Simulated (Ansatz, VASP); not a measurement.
SiC in VASP and in Ansatz

```
CELL_PARAMETERS angstrom
0.00000 2.23922 2.14139
2.23922 0.00000 2.14139
2.23922 2.23922 0.00000
ATOMIC_POSITIONS crystal
Si 0.00000 0.00000 0.00000
C 0.75000 0.75000 0.75000
```

Change from the starting cell: strain +0.030 along x and y, -0.015 along z, atoms carried along.

Alike in both runs: task single point; functional PBE; k mesh 12 × 12 × 12; occupations gaussian, width 0.05 eV; no spin polarisation.

```csv
,VASP,Ansatz
version,VASP 6.6.1,Ansatz 0.2.0
potentials or method,"VASP PAW PBE potentials, release 64 (Si, C)","scalar-relativistic, plane waves, PAW"
plane-wave cutoff (eV),520,420
valence electrons in the cell,8,8
```

```tsv
	VASP	Ansatz	Ansatz less VASP
gap on the k mesh at the Fermi level (eV)	0.95	0.95	+0.002
least direct gap on the mesh (eV)	4.45	4.45	+0.003
pressure (GPa)	-4.7	-4.7	+0.04
largest component of the traceless stress (GPa)	6.95	6.93	-0.017
```

A k mesh can miss the band edges.
